**Q:** I want the compression curve of stishovite, a dense form of SiO₂ in which each silicon has six oxygen neighbours. Why can't I just shrink or stretch the whole cell evenly and read off the energy?

**A:** Because an even scaling changes every length by the same fraction, and the crystal would rather share the strain unevenly. The table shows how far its energy falls when it may do so.

VASP 6.6.1, plane-wave DFT with the PBEsol functional and PAW PBE potentials, for stishovite (SiO₂, six-atom cell), without spin polarisation. The cutoff is 600 eV, the k-point mesh 8 × 8 × 10 and the Gaussian smearing 0.03 eV wide. The energy drop is counted from each run's starting structure to its relaxed one.

```tsv
volume (relaxed cell) (Å³/atom)	c/a (relaxed cell)	shortest distance (relaxed cell) (Å)	energy drop per atom (meV)
7.386	0.6464	1.743	2.400
7.543	0.6449	1.752	1.100
7.700	0.6426	1.760	0.300
7.857	0.6399	1.768	1.600
7.857	0.6399	1.768	0.000
8.014	0.6368	1.774	0.300
8.171	0.6338	1.780	1.300
8.329	0.6300	1.784	?
```

Apart from the two rows at 7.857 Å³/atom, each known run began with the relaxed 7.857 cell scaled evenly to a new volume. That volume was then held while the cell shape and the oxygen positions relaxed. The energy drop is what this adjustment released. It isn't the cost of the compression itself, which is much larger: 30.8 meV/atom at the smallest volume, after relaxation.

**Q:** Two rows share the volume 7.857, yet one gives 1.6 meV and the other zero.

**A:** Those runs were free to change their volume too. The first came from a different starting geometry, so its drop belongs to that start and not to an even scaling of the relaxed cell. The second restarted from the relaxed result and had nothing left to gain. It serves as the reference, and neither row belongs to the trend.

**Q:** What does the crystal change once it is allowed to?

**A:** Look at c/a, the height of the cell divided by its width. Even scaling would leave it at 0.640, but it relaxes to 0.646 at the smallest volume and to 0.634 at 8.171. So the c edge resists both squeezing and stretching, and the a edge takes more than its share.

The bonds show the same division of labour. In stishovite each silicon has four short bonds and two long ones, and the table's shortest distance is the short kind; the long kind follows from the geometry. At 8.171 the short bonds have grown by 0.7% and the long ones by 2.2%, where even scaling would have stretched both by 1.3%.

**Q:** Why should the c direction be the stiff one?

**A:** The SiO₆ octahedra share edges and form chains along c. Two neighbouring silicons and the two oxygens between them make a flat ring, held together by short bonds. Shorten c, and the silicons are pushed together; lengthen it, and the short bonds must stretch or the two oxygens must close up. The long bonds link one chain to the next, so widening the crystal mostly stretches them. This is the usual chemical account of the structure. The relaxed lengths agree with it, but the table doesn't separate the forces behind it.

**Q:** Can that be turned into a number for the missing row?

**A:** Yes, by treating the adjustment as a spring. Let x be the fractional volume change from 7.857. Even scaling leaves the spring under a force that grows in proportion to x, and the spring then moves by a distance that is also proportional to x. The energy released is half the force times the distance, so it grows as x².

**Q:** Then 4% compression and 4% expansion should release the same energy.

**A:** To that first approximation, yes. The unrounded energies of the runs give 1.1 meV/atom for compression and 1.3 for expansion, a difference of almost a fifth. A plausible reason is that stretched long bonds resist less, so the spring softens as the volume grows. The simplest way to allow for this is a term in x³, positive on expansion and negative on compression:

drop ≈ A x² + B x³

Fitted to the five fixed-volume rows with known drops, this gives A = 754 and B = 1449 meV/atom. Both describe how the whole crystal responds, cell shape and oxygen positions together, so I wouldn't read either as a property of a bond.

**Q:** Work it out for 8.329, then.

**A:** That row was not part of the fit. Its volume change is x = 8.329/7.857 − 1 = 0.060, and I assume that it was run like the other fixed-volume rows. The square term gives 2.7 meV/atom and the cubic term adds 0.3. My forecast is **about 3.0 meV/atom, with a range of 2.5 to 3.5**. That is more than the 2.4 released at 6% compression.

**Q:** Where does the range come from?

**A:** From two simpler formulas with one constant each. With the x² term alone, the forecast is 2.5. The other formula takes the gain as proportional to x times the change in the logarithm of c/a, using the relaxed shape already listed for this row, and gives 3.5. The range is therefore a judgement about which formula to trust, not a statistical interval.

**Q:** And what did the calculation give?

The withheld rows as computed:

```tsv
volume (relaxed cell) (Å³/atom)	c/a (relaxed cell)	shortest distance (relaxed cell) (Å)	energy drop per atom (meV)
8.329	0.6300	1.784	3.100
```

**A:** It gave 3.1 meV/atom, in a run that was indeed set up like the other fixed-volume ones, so the forecast was good to about 0.1, the step in which the table is printed. The formula with x² alone falls short by 0.6, because it treats stretching and squeezing as equals. The formula based on shape overshoots by 0.4. It assumes that the force keeps growing in proportion to x even while the crystal yields more easily; perhaps the force lags behind, but I have no separate value for it.

**Q:** Does the hit prove that the long bonds soften?

**A:** No. It shows that the lopsidedness seen up to 4% expansion carries on to 6%, which is a short step beyond the fitted rows. Any cause that adds a similar cubic term would have passed the same test. Nor do these runs tell how much of the gain comes from the cell shape and how much from the oxygens moving inside it.

**Q:** A few meV per atom sounds harmless. Should an engineer care?

**A:** For the energy at a single volume, hardly. For stiffness, yes. The bulk modulus, which measures resistance to compression, is set by how sharply the energy curve bends. The cost of a volume change and the gain from relaxing both start as x², so their ratio doesn't fade away for small changes.

From the energies at 4% either side of the reference, the relaxed cells give a bulk modulus of about 290 GPa. The evenly scaled cells give about 321 GPa, which is 11% too stiff within the same calculation. The printed analysis below lists both values with the fits.

**Q:** How would I judge another crystal?

**A:** Ask what even scaling leaves free to adjust. In rock salt, symmetry fixes both the cubic shape and every atomic position, so at fixed volume there is nothing to gain as long as that symmetry holds. Where a crystal has stiff and soft directions, or atoms free to shift, relax them at each volume before you fit the curve.

Printed output of the fit:

```
Changes against the relaxed 7.857 cell in percent:
    row  volume  any length if scaled uniformly   a edge   c edge  short bonds  long bonds
  7.386  -5.995                           -2.04   -2.369   -1.377       -1.414      -2.944
  7.543  -3.996                           -1.35   -1.606  -0.8371       -0.905      -1.993
    7.7  -1.998                         -0.6706  -0.8099  -0.3913      -0.4525     -0.9843
  7.857       0                               0        0        0            0           0
  7.857       0                               0        0        0            0           0
  8.014   1.998                          0.6617   0.8248   0.3363       0.3394       1.131
  8.171   3.996                           1.315    1.639   0.6699       0.6787       2.241
  8.329   6.007                           1.964    2.495   0.9093        0.905       3.509
fit of energy_drop_per_atom on 5 rows (abs(x) > 0.01): coefficient of x2 753.7 +/- 4.4, coefficient of x3 1449 +/- 80; rms 0.00921, worst 8.014 0.0125, leave-one-out rms 0.0275
  rows outside the fit (model, value, miss): 7.857 0, 1.6, -1.6; 7.857 0, 0, 0; 8.329 3.034, 3.1, -0.0658
fit of energy_drop_per_atom on 5 rows (abs(x) > 0.01): coefficient of x2 692.5 +/- 25; rms 0.0965, worst 8.171 -0.194, leave-one-out rms 0.168
  rows outside the fit (model, value, miss): 7.857 0, 1.6, -1.6; 7.857 0, 0, 0; 8.329 2.499, 3.1, -0.601
fit of energy_drop_per_atom on 5 rows (abs(x) > 0.01): coefficient of work 3746 +/- 132; rms 0.0933, worst 8.171 0.134, leave-one-out rms 0.167
  rows outside the fit (model, value, miss): 7.857 0, 1.6, -1.6; 7.857 0, 0, 0; 8.329 3.509, 3.1, 0.409
Unrounded drop at 4 percent compression (meV/atom): 1.105
Unrounded drop at 4 percent expansion (meV/atom): 1.31
Ratio of drops, expansion to compression at 4 percent: 1.186
Cost of 6 percent compression after relaxation (meV/atom): 30.8
Bulk modulus from relaxed energies at 4 percent either way (GPa): 290.5
Bulk modulus from uniformly scaled cells (GPa): 321.3
Excess stiffness of uniform scaling (percent): 10.59
```
